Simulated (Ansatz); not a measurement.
All numbers below come from DFT PBE, scalar-relativistic, plane waves, PAW in Ansatz 0.2.0. All cells share a 420 eV cutoff and Γ-centred k meshes spaced at most about 0.3 Å⁻¹ (about 0.25 or finer for metals, 2π included). No spin polarisation.

These are static total energies at zero pressure.

Compare these two cells of Zr5N, each relaxed at this level.

A.

Space group Cmmm (No. 65). a = 3.327 Å, b = 11.247 Å, c = 7.316 Å, α = 90.00°, β = 90.00°, γ = 90.00°
```
atom  site  symmetry       x       y       z
  Zr    8n       m..  0.0000  0.1312  0.2106
  Zr    2c       mmm  0.5000  0.0000  0.5000
   N    2a       mmm  0.0000  0.0000  0.0000
```

B.

Space group P6/mmm (No. 191). a = 5.140 Å, b = 5.140 Å, c = 5.320 Å, α = 90.00°, β = 90.00°, γ = 120.00°
| atom | site | symmetry | x | y | z |
| --- | --- | --- | --- | --- | --- |
| Zr | 4h | 3m. | 0.3333 | 0.6667 | 0.7536 |
| Zr | 1a | 6/mmm | 0.0000 | 0.0000 | 0.0000 |
| N | 1b | 6/mmm | 0.0000 | 0.0000 | 0.5000 |

Task: Which would you expect to be lower, and how large is the difference?

Result: A is lower, by 0.77 eV/atom. A has space group Cmmm (No. 65), 22.8 Å³/atom and no gap on its mesh; B has space group P6/mmm (No. 191), 20.3 Å³/atom and no gap. Counting Zr atoms around N (those within 1.25 times the shortest such distance or 1.15 times the sum of covalent radii; a plus sign parts nearer from farther groups), A has N 4 and B has N 2+12. The lower one is the more open, so pressure narrows the difference. Both come from invented guesses. The lowest form computed isn't among them: it has space group P-6m2 (No. 187), 19.8 Å³/atom and lies 0.35 eV/atom below the best shown.

A magnetic state wasn't ruled out in cells without spin, among them Cmmm, P6/mmm. Cells relaxed within their symmetry can be saddle points. Some structure types and database cells were kept out of the candidates from the start, so a known form may be missing.
